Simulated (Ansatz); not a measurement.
Runs of Ansatz 0.2.0 on CdO (Monteponite). Symmetry: Fm-3m, No. 225, cubic system. Conventional cell: a = 4.699 Å, b = 4.699 Å, c = 4.699 Å, α = 90.00°, β = 90.00°, γ = 90.00°. Around Cd (site symmetry m-3m) lie 6 O at 2.35 Å. Around O (site symmetry m-3m) lie 6 Cd at 2.35 Å. 

```csv
task,level,spin,cell,cutoff (eV),smearing,gap on the mesh (eV),pressure (GPa),relaxed volume (Å³/atom)
single point,PBEsol,off,the cell as VASP's run set it,306,gaussian 0.1 eV,none,-0.8,-
relaxation of cell and atoms,revPBE+D4,off,relaxed,-,fermi-dirac 0.05 eV,-,0.0,13.22
relaxation of cell and atoms,RPBE+D3(BJ),"collinear, random start",relaxed,-,fermi-dirac 0.02 eV,-,0.0,(a)
single point,PBEsol,off,the cell as VASP's run set it,306,gaussian 0.05 eV,none,-0.8,-
relaxation of cell and atoms,BLYP+D4,off,relaxed,-,fermi-dirac 0.05 eV,-,0.0,13.42
```

Alike in all rows: potentials or basis all-electron LAPW, scalar-relativistic; k mesh 10 × 10 × 10; basis error allowed 0.001 eV/atom.

Q: Fill in the values left out.

A: (a) 12.05.

Caveats: the starting moments weren't kept (some runs).

A k mesh can miss the band edges, and the runs leave out spin-orbit coupling on Cd.

A gap of «none» marks a metal or a gap under the smearing width.

Runs at the PBE level aren't shown here.
